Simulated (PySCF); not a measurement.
Runs of PySCF 2.14.0 on PbSe (Clausthalite). Symmetry: Fm-3m, No. 225, cubic system. The conventional cell has a = 6.121 Å, b = 6.121 Å, c = 6.121 Å, α = 90.00°, β = 90.00°, γ = 90.00°. Pb (site symmetry m-3m) is surrounded by 6 Se at 3.06 Å. Around Se (site symmetry m-3m) lie 6 Pb at 3.06 Å. 

```tsv
task	level	potentials or basis	k mesh	smearing	symmetry	potentials	three-body dispersion term	conv_tol	max_cycle	mesh quality	V0 of scaled cells (Å³/atom)	B0 (GPa)
equation of state	PBEsol	DZVP-MOLOPT-SR/GTH-PBE (potentials made for PBE)	5 × 5 × 5	fermi-dirac 0.05 eV	yes	Pb GTH-PBE-q4, Se GTH-PBE-q6	-	-	-	not flagged	29.11	51
equation of state	PBEsol+D3(BJ)	DZVP-MOLOPT-SR/GTH-PBE (potentials made for PBE)	6 × 6 × 6	fermi-dirac 0.05 eV	yes	Pb GTH-PBE-q4, Se GTH-PBE-q6	yes	-	-	not flagged	28.16	(b)
equation of state	PBEsol	DZVP-MOLOPT-SR/GTH-PBE (potentials made for PBE)	6 × 6 × 6	fermi-dirac 0.05 eV	yes	Pb GTH-PBE-q4, Se GTH-PBE-q6	-	-	-	not flagged	29.17	51
equation of state	PBEsol+D3	DZVP-MOLOPT-SR/GTH-PBE (potentials made for PBE)	6 × 6 × 6	fermi-dirac 0.05 eV	yes	Pb GTH-PBE-q4, Se GTH-PBE-q6	no	-	-	not flagged	(a)	51
equation of state	LDA	DZVP-MOLOPT-SR/GTH-PBE (potentials made for PBE)	5 × 5 × 5	fermi-dirac 0.05 eV	yes	Pb GTH-PBE-q4, Se GTH-PBE-q6	-	-	-	not flagged	29.05	52
```

Alike in all rows: no spin polarisation; cell as given.

Q: Estimate the missing entries.

A: (a) 28.64; (b) 54.

Caveats: the potentials were made for another functional, which shifts forces and pressure; the basis of atomic orbitals isn't converged, which shifts pressures, moduli and gaps.
